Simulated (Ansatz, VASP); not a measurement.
One calculation of Cs, two programs

INCAR

```
SYSTEM = Cs
PREC = Accurate
ENCUT = 520
EDIFF = 1E-6
ISMEAR = -1
SIGMA = 0.05
LREAL = .False.
LASPH = .True.
NELM = 80
ALGO = Fast
ISIF = 2
LWAVE = .False.
LCHARG = .False.
GGA = PS
NBANDS = 10
```

Contents of KPOINTS:

```
regular mesh
0
Gamma
  6 6 6
  0 0 0
```

Contents of POSCAR:

```
Cs
1.0
   -3.1284650614      3.1284650614      3.1284650614
    3.1284650614     -3.1284650614      3.1284650614
    3.1284650614      3.1284650614     -3.1284650614
Cs
1
Direct
    0.0000000000      0.0000000000      0.0000000000
```

The input input.yaml:

```yaml
crystal:
  lattice:
    - [-3.1284650614, 3.1284650614, 3.1284650614]
    - [3.1284650614, -3.1284650614, 3.1284650614]
    - [3.1284650614, 3.1284650614, -3.1284650614]
  atoms:
    - { symbol: Cs, position: [0.0, 0.0, 0.0] }
kpoints:
  mp_grid: { grid: [6, 6, 6] }
scf:
  occupations: { method: fermi_dirac, width: 0.05 }
hamiltonian:
  xc: pbesol
  pseudopotentials: { kind: all_electron, lapw: { basis_error: 0.001 } }
output:
  forces: true
  stress: true
  eigenvalues: true
  populations: true
```

Alike in both runs: task single point; functional PBEsol; k mesh 6 × 6 × 6; occupations fermi-dirac, width 0.05 eV; no spin polarisation.

```csv
,VASP,Ansatz
version,VASP 6.6.1,Ansatz 0.2.0
potentials or method,"VASP PAW PBE potentials, release 64 (Cs_sv)","all-electron LAPW, scalar-relativistic"
plane-wave cutoff (eV),520,see its input
```

```tsv
	VASP	Ansatz	Ansatz less VASP
gap on the k mesh at the Fermi level (eV)	none	none	-
pressure (GPa)	-0.2	-0.2	+0.01
```

A gap of «none» marks a metal or a gap that the smearing closes. Ansatz ran all-electron here, so the differences hold the error of VASP's frozen core and of both bases.

Caveats: the PAW data sets were made with another functional, which shifts forces and pressure a little (VASP). Spin-orbit coupling is left out, which matters for the levels of Cs.
